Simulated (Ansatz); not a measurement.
The system is I.

```
CELL_PARAMETERS angstrom
3.63503 -2.39502 0.00000
3.63503 2.39502 0.00000
0.00000 0.00000 9.79344
ATOMIC_POSITIONS crystal
I 0.64930 0.35070 0.38440
I 0.14930 0.85070 0.11560
I 0.35070 0.64930 0.61560
I 0.85070 0.14930 0.88440
```

* Program: Ansatz 0.2.0
* Task: single point
* Functional: PBEsol
* Potentials or basis: all-electron LAPW, scalar-relativistic
* Cutoff: 275 eV (chosen from the basis error)
* Basis error allowed: 0.001 eV/atom
* k mesh: 7 × 7 × 3
* Occupations: fermi-dirac, width 0.05 eV
* Spin: no spin polarisation

On this cell: pressure 0.1 GPa; largest force 0.759 eV/Å; band gap on the k mesh 1.29 eV, indirect (least direct gap 1.38 eV).

The same run follows on a disturbed copy (atoms moved at random, drawn with an rms of 0.05 Å):

```
I
1.0
     3.63503   -2.39502    0.00000
     3.63503    2.39502    0.00000
     0.00000    0.00000    9.79344
I
4
Direct
  0.65349 0.34675 0.38295
  0.15234 0.84035 0.11361
  0.36674 0.64517 0.61547
  0.84626 0.15370 0.88219
```

Question: What does the disturbed cell give?

Answer: The energy moves by -3.1 meV/atom; pressure -0.1 GPa; largest force 0.819 eV/Å; band gap on the k mesh 1.26 eV, indirect (least direct gap 1.35 eV).

Forces in eV/Å, atoms in the order of the input:
```
I   -0.003 -0.394 -0.717
I    0.010 -0.142  0.482
I   -0.013  0.380  0.706
I    0.006  0.157 -0.471
```

Stress tensor (GPa, compression positive):
```
 0.02  0.01  0.02
 0.01 -0.61  0.38
 0.02  0.38  0.23
```

Caveats: spin-orbit coupling is left out, which moves the levels of the heavy elements; an odd mesh through Γ misses points on the zone boundary, where band edges often lie.
